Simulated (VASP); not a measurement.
# Al₂Pt: convergence, relaxation of the cell

Al₂Pt, Fm-3m (no. 225), 3 atoms in the cell. RPBE; PAW potentials Pt, Al (PBE set). VASP 6.6.1. The cell is changed on purpose: volume scaled by 0.95.

Wanted: cell volume within 1 %; lattice lengths within 0.4 %; shortest distances from each atom, periodic images included within 0.02 Å.

What the run is for: cell; Accuracy asked: screening.

The series start from Plane-wave cutoff (eV): 360; Smearing width (eV): 0.1; k-point mesh: 9 × 9 × 9; Relaxation passes: 2; Ionic threshold (EDIFFG): -0.005; Electronic threshold (eV): 1e-6; Precision mode (PREC): Accurate; Relaxation algorithm: IBRION=2 POTIM=0.5. Each series keeps the choices made before it, and each single choice may use up half of a tolerance. Times cover all steps of a run.

## Plane-wave cutoff (eV)

| Plane-wave cutoff (eV) | Cell volume (Å³) | Lattice lengths, largest deviation against the largest value | Shortest distances from each atom, periodic images included, largest deviation (Å) | Time (s) |
|---|---|---|---|---|
| 240 | 53.12 | 0.11 % | 0.003 | 25 |
| 280 | 53.27 | 0.021 % | 0.001 | 23 |
| 310 | 53.18 | 0.076 % | 0.002 | 22 |
| 360 | 53.24 | 0.038 % | 0.001 | 39 |
| 420 | 53.32 | 0.0088 % | 0.000 | 44 |
| 500 | 53.3 | 0.0014 % | 0.000 | 52 |
| 620 (reference) | 53.3 | 0 % | 0.000 | 60 |

Chosen: 240, the loosest value from which every tighter one stays within half of the tolerance.

## Smearing width (eV)

| Smearing width (eV) | Cell volume (Å³) | Lattice lengths, largest deviation against the largest value | Shortest distances from each atom, periodic images included, largest deviation (Å) | Time (s) |
|---|---|---|---|---|
| 0.4 | 53.14 | 0.011 % | 0.000 | 23 |
| 0.3 | 53.13 | 0.0059 % | 0.000 | 21 |
| 0.2 | 53.12 | 0.00047 % | 0.000 | 26 |
| 0.15 | 53.12 | 0.004 % | 0.000 | 21 |
| 0.1 | 53.12 | 0.00071 % | 0.000 | 25 |
| 0.05 (reference) | 53.12 | 0 % | 0.000 | 40 |

Chosen: 0.4.

## k-point mesh

| k-point mesh | Cell volume (Å³) | Lattice lengths, largest deviation against the largest value | Shortest distances from each atom, periodic images included, largest deviation (Å) | Time (s) |
|---|---|---|---|---|
| 4 × 4 × 4 | 53.39 | 0.14 % | 0.004 | 16 |
| 5 × 5 × 5 | 53.31 | 0.092 % | 0.002 | 17 |
| 6 × 6 × 6 | 53.13 | 0.025 % | 0.001 | 37 |
| 7 × 7 × 7 | 53.16 | 0.0054 % | 0.000 | 22 |
| 9 × 9 × 9 | 53.14 | 0.017 % | 0.000 | 23 |
| 11 × 11 × 11 (reference) | 53.17 | 0 % | 0.000 | 30 |

Chosen: 4 × 4 × 4.

## Relaxation passes

| Relaxation passes | Cell volume (Å³) | Lattice lengths, largest deviation against the largest value | Shortest distances from each atom, periodic images included, largest deviation (Å) | Time (s) |
|---|---|---|---|---|
| 1 | 53.03 | 0.22 % | 0.006 | 9.1 |
| 2 | 53.39 | 0 % | 0.000 | 16 |
| 3 (reference) | 53.39 | 0 % | 0.000 | 20 |

Chosen: 2.

## Ionic threshold (EDIFFG)

| Ionic threshold (EDIFFG) | Cell volume (Å³) | Lattice lengths, largest deviation against the largest value | Shortest distances from each atom, periodic images included, largest deviation (Å) | Time (s) |
|---|---|---|---|---|
| -0.05 | 53.39 | 0.00024 % | 0.000 | 15 |
| -0.02 | 53.39 | 0 % | 0.000 | 16 |
| -0.01 | 53.39 | 0 % | 0.000 | 15 |
| -0.005 | 53.39 | 0 % | 0.000 | 16 |
| -0.002 (reference) | 53.39 | 0 % | 0.000 | 15 |

Chosen: -0.05.

## Electronic threshold (eV)

| Electronic threshold (eV) | Cell volume (Å³) | Lattice lengths, largest deviation against the largest value | Shortest distances from each atom, periodic images included, largest deviation (Å) | Time (s) |
|---|---|---|---|---|
| 0.0001 | 53.37 | 0.012 % | 0.000 | 11 |
| 1e-5 | 53.4 | 0.0083 % | 0.000 | 12 |
| 1e-6 | 53.39 | 0 % | 0.000 | 15 |
| 1e-7 (reference) | 53.39 | 0 % | 0.000 | 16 |

Chosen: 0.0001.

## Precision mode (PREC)

| Precision mode (PREC) | Cell volume (Å³) | Lattice lengths, largest deviation against the largest value | Shortest distances from each atom, periodic images included, largest deviation (Å) | Time (s) |
|---|---|---|---|---|
| Normal | 53.39 | 0.013 % | 0.000 | 9.4 |
| Accurate (reference) | 53.37 | 0 % | 0.000 | 11 |

Chosen: Normal.

## Relaxation algorithm

| Relaxation algorithm | Cell volume (Å³) | Lattice lengths, largest deviation against the largest value | Shortest distances from each atom, periodic images included, largest deviation (Å) | Time (s) |
|---|---|---|---|---|
| IBRION=2 POTIM=0.5 | 53.39 | 0 % | 0.000 | 9.4 |
| IBRION=2 POTIM=0.2 | 53.35 | 0.024 % | 0.001 | 7.8 |
| IBRION=1 POTIM=0.5 | 53.38 | 0.0036 % | 0.000 | 9.1 |
| IBRION=1 POTIM=0.2 | 53.35 | 0.026 % | 0.001 | 7.6 |

Chosen: IBRION=1 POTIM=0.2; it saves 1.8 s of 9.4, so IBRION=2 POTIM=0.5 would do nearly as well.

## All choices together

| Input | Cell volume (Å³) | Lattice lengths, largest deviation against the largest value | Shortest distances from each atom, periodic images included, largest deviation (Å) | Time (s) |
|---|---|---|---|---|
| the program's defaults (naive) | 53.4 | 0.019 % | 0.001 | 4.2 |
| chosen settings | 53.35 | 0.014 % | 0.000 | 7.6 |
| reference settings throughout | 53.37 | 0 % | 0.000 | 226 |

The tolerance is met.

Values of the reference run: Lattice lengths: 4.226, 4.226, 4.226 Å.

## The input

INCAR.step1:
```
SYSTEM = Al2Pt
ALGO = Normal ; EDIFF = 1E-4
EDIFFG = -0.05 ; ENCUT = 240
GGA = RP ; GGA_COMPAT = .False.
IBRION = 1 ; ISIF = 3
ISMEAR = 1 ; KPAR = 2
LASPH = .True. ; LCHARG = .False.
LREAL = .False. ; LWAVE = .False.
NELM = 120 ; NELMIN = 4
NSW = 80 ; POTIM = 0.2
PREC = Normal ; SIGMA = 0.4
```

INCAR.step3, as INCAR.step1 but for:
```
- EDIFFG = -0.05
- IBRION = 1
- ISIF = 3
- NELMIN = 4
- NSW = 80
- POTIM = 0.2
+ ISIF = 2
```

KPOINTS:
```
Automatic mesh
0
Gamma
  4 4 4
  0 0 0
```

POSCAR.step1:
```
Al2Pt
1.0
    0.0000000000      2.9049055767      2.9049055767
    2.9049055767      0.0000000000      2.9049055767
    2.9049055767      2.9049055767      0.0000000000
Pt Al
1 2
Direct
    0.0000000000      0.0000000000      0.0000000000
    0.7500000000      0.7500000000      0.7500000000
    0.2500000000      0.2500000000      0.2500000000
```

Commands (each step's output is kept before the next begins):
```
cat potpaw_PBE.64/Pt/POTCAR potpaw_PBE.64/Al/POTCAR > POTCAR
cp INCAR.step1 INCAR
cp POSCAR.step1 POSCAR
mpirun -np 2 vasp_std > vasp.out
cp CONTCAR POSCAR
mpirun -np 2 vasp_std > vasp.out
cp CONTCAR POSCAR
cp INCAR.step3 INCAR
mpirun -np 2 vasp_std > vasp.out
```

The naive input happens to agree within the tolerance here, in 4.2 s.

The chosen input took VASP 6.6.1 7.6 s on 2 cores (Intel Xeon 6975P-C (Granite Rapids)), a shared host.

## An input that fails: cell relaxed at a low cutoff

It runs to its end, but against the unchanged starting input it is off by 15 % in the cell volume, 5.3 % in the lattice lengths, 0.137 Å in the shortest distances from each atom, periodic images included.

Changes against the starting input:
```
(all steps)
- PREC = Accurate
- NELM = 120
- ENCUT = 360
+ PREC = Low
+ NELM = 57
+ ENCUT = 170
```
